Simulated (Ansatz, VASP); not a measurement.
KF: VASP beside Ansatz

The input POSCAR:

```
KF
1.0
    3.6599347861      0.0000000000      0.0000000000
   -1.8299673931      3.1695965009      0.0000000000
    0.0000000000      0.0000000000      6.4788135034
K F
2 2
Direct
    0.0000000000      0.0000000000      0.0000000000
    0.0000000000      0.0000000000      0.5000000000
    0.3333333333      0.6666666667      0.2500000000
    0.6666666667      0.3333333333      0.7500000000
```

File INCAR.step1:

```
SYSTEM = KF
PREC = Accurate ; ENCUT = 520
ISMEAR = 0 ; SIGMA = 0.01
LREAL = .False. ; LASPH = .True.
NELM = 80 ; NBANDS = 24
GGA = PE ; ALGO = Normal
EDIFF = 1E-4 ; LWAVE = .True.
LCHARG = .False.
```

INCAR.step2

```
SYSTEM = KF
PREC = Accurate ; ENCUT = 520
EDIFF = 1E-7 ; ISMEAR = 0
SIGMA = 0.01 ; LREAL = .False.
LASPH = .True. ; NELM = 80
ALGO = Normal ; ISIF = 2
LWAVE = .False. ; LCHARG = .True.
METAGGA = R2SCAN ; LMIXTAU = .True.
LELF = .True. ; LVHAR = .True.
NBANDS = 24 ; ISTART = 1
```

File KPOINTS:

```
regular mesh
0
Gamma
  6 6 4
  0 0 0
```

Input for Ansatz:

```yaml
crystal:
  lattice:
    - [3.6599347861, 0.0, 0.0]
    - [-1.8299673931, 3.1695965009, 0.0]
    - [0.0, 0.0, 6.4788135034]
  atoms:
    - { symbol: K, position: [0.0, 0.0, 0.0] }
    - { symbol: K, position: [0.0, 0.0, 0.5] }
    - { symbol: F, position: [0.3333333333, 0.6666666667, 0.25] }
    - { symbol: F, position: [0.6666666667, 0.3333333333, 0.75] }
kpoints:
  mp_grid: { grid: [6, 6, 4] }
hamiltonian:
  xc: r2scan
scf:
  occupations: { method: fixed }
  n_extra_bands: 5
output:
  forces: true
  stress: true
  eigenvalues: true
```

The cell was built by a generator and needn't be a form met in nature.

Alike in both runs: task single point; functional r2SCAN; k mesh 6 × 6 × 4; no spin polarisation.

|  | VASP | Ansatz |
| --- | --- | --- |
| version | VASP 6.6.1 | Ansatz 0.2.0 |
| potentials or method | VASP PAW PBE potentials, release 64 (K_sv, F) | plane waves, PAW |
| plane-wave cutoff (eV) | 520 | 500 |
| occupations | gaussian, width 0.01 eV | fixed |
| valence electrons in the cell | 32 | 32 |

|  | VASP | Ansatz | Ansatz less VASP |
| --- | --- | --- | --- |
| gap on the k mesh at the Fermi level (eV) | 6.87 | 6.87 | +0.001 |
| pressure (GPa) | 0.0 | 0.0 | +0.03 |

Caveats: the PAW data sets were made with another functional, which shifts forces and pressure a little (VASP). A k mesh can miss the band edges. r2SCAN opens gaps a little over a GGA but as a rule still falls short of measured ones.
